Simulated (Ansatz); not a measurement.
# BaTe under changes of volume

One of the cells (39.652 Å³/atom); the others are scaled copies at fixed shape and fractional positions:

```
Ba Te
1.0
     0.00000    3.41000    3.41000
     3.41000    0.00000    3.41000
     3.41000    3.41000    0.00000
Ba Te
1 1
Cartesian
  0.0000 0.0000 0.0000
  3.4100 3.4100 3.4100
```

* Program: Ansatz 0.2.0
* Functional: LDA
* Potentials or basis: Ansatz PAW
* Cutoff: 420 eV (not typed: the program's choice for these potentials)
* k mesh: 7 × 7 × 7
* Occupations: fermi-dirac, width 0.05 eV
* Spin: no spin polarisation

```csv
volume (Å³/atom),energy over the lowest point (meV/atom),pressure (GPa),gap on the mesh (eV)
37.273,32.15,3.5,1.21
38.066,?,?,?
38.859,7.55,1.6,1.32
39.652,1.86,0.7,1.36
40.445,0.00,0.0,1.41
41.238,1.58,-0.6,1.45
42.031,6.24,-1.2,1.49
```

Question: What does the run at 38.066 Å³/atom give?

Answer: Energy over the lowest point 17.48 meV/atom; pressure 2.5 GPa; gap on the mesh 1.27 eV.

Worked out: A Birch-Murnaghan fit of order 3 (a polynomial in V^(-2/3)) to the other rows has its minimum at 40.46 Å³/atom with B0 = V·E''(V) = 35 GPa and B' = 4.4. It gives 17.48 meV/atom at 38.066 Å³/atom, against the run's 17.48, and -dE/dV = 2.5 GPa, against 2.5. A straight line through the other rows of the gap, of slope 2.32 eV per unit of ln V, gives 1.26 eV, against the run's 1.27.

Energies are extrapolated to zero smearing.

Caveats: odd divisions of the mesh miss points on the zone boundary, where band edges often lie, so the gap on the mesh can be too wide; spin-orbit coupling is left out, which moves the levels of the heavy elements; the PAW data sets come from PBE, with cores solved anew for the run's functional, which leaves a small shift of forces and pressure.

A mesh can miss the band edges.
